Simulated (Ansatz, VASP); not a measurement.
**CdTe in VASP and in Ansatz**

The input INCAR:

```
PREC = Accurate
ENCUT = 520
EDIFF = 1E-8
ISMEAR = -1
SIGMA = 0.05
LREAL = False
LASPH = True
NELM = 100
ALGO = Fast
ISIF = 2
LWAVE = False
LCHARG = False
GGA = PE
LEFG = True
NBANDS = 26
```

The input KPOINTS:

```
regular mesh
0
Gamma
  9 9 6
```

The input POSCAR:

```
CdTe
1.0
    3.0652910000     -3.0946090000      0.0000000000
    3.0652910000      3.0946090000      0.0000000000
    0.0000000000      0.0000000000      6.0906520000
Cd Te
2 2
Direct
    0.2770300000      0.7229700000      0.7500000000
    0.7229700000      0.2770300000      0.2500000000
    0.7661370000      0.2338630000      0.7500000000
    0.2338630000      0.7661370000      0.2500000000
```

Input for Ansatz:

```yaml
crystal:
  lattice:
    - [3.065291, -3.094609, 0.0]
    - [3.065291, 3.094609, 0.0]
    - [0.0, 0.0, 6.090652]
  atoms:
    - { symbol: Cd, position: [0.27703, 0.72297, 0.75] }
    - { symbol: Cd, position: [0.72297, 0.27703, 0.25] }
    - { symbol: Te, position: [0.766137, 0.233863, 0.75] }
    - { symbol: Te, position: [0.233863, 0.766137, 0.25] }
kpoints:
  mp_grid: { grid: [9, 9, 6] }
  band_path:
    path:
      - [0.0, 0.0, 0.0]
      - [-0.5, 0.5, 0.0]
      - [-0.4952854913, 0.5047145087, 0.0]
      - [0.4952854913, 0.4952854913, 0.0]
      - [0.0, 0.0, 0.0]
      - [0.0, 0.0, 0.5]
      - [0.4952854913, 0.4952854913, 0.5]
      - [-0.4952854913, 0.5047145087, 0.5]
      - [-0.5, 0.5, 0.5]
    npoints: 8
scf:
  occupations: { method: fermi_dirac, width: 0.05 }
hamiltonian:
  xc: pbe
  pseudopotentials: { kind: all_electron, datasets: crystal }
output:
  forces: true
  stress: true
  eigenvalues: true
  efg: { contact_densities: true }
```

Alike in both runs: task electric field gradients; functional PBE; k mesh 9 × 9 × 6; occupations fermi-dirac, width 0.05 eV; no spin polarisation.

|  | VASP | Ansatz |
| --- | --- | --- |
| version | VASP 6.6.1 | Ansatz 0.2.0 |
| potentials or method | VASP PAW PBE potentials, release 64 (Cd, Te) | all-electron PAW with datasets made for the crystal, scalar-relativistic |
| plane-wave cutoff (eV) | 520 | see its input |

```tsv
	VASP	Ansatz	Ansatz less VASP
pressure (GPa)	-0.1	-0.3	-0.14
largest component of the traceless stress (GPa)	0.26	0.25	-0.007
rms of the force components (eV/Å)	0.022	0.022	+0.0004
Vzz of the field gradient on the site that differs most (V/Å²)	-8.8	-9.5	-0.74
```

Atom by atom the forces differ by 0.002 eV/Å (rms over components). Ansatz ran all-electron here, so the differences hold the error of VASP's frozen core and of both bases. Ansatz warned: «gradients_without_spin_orbit».

Spin-orbit coupling is left out, which matters for the levels of Te.
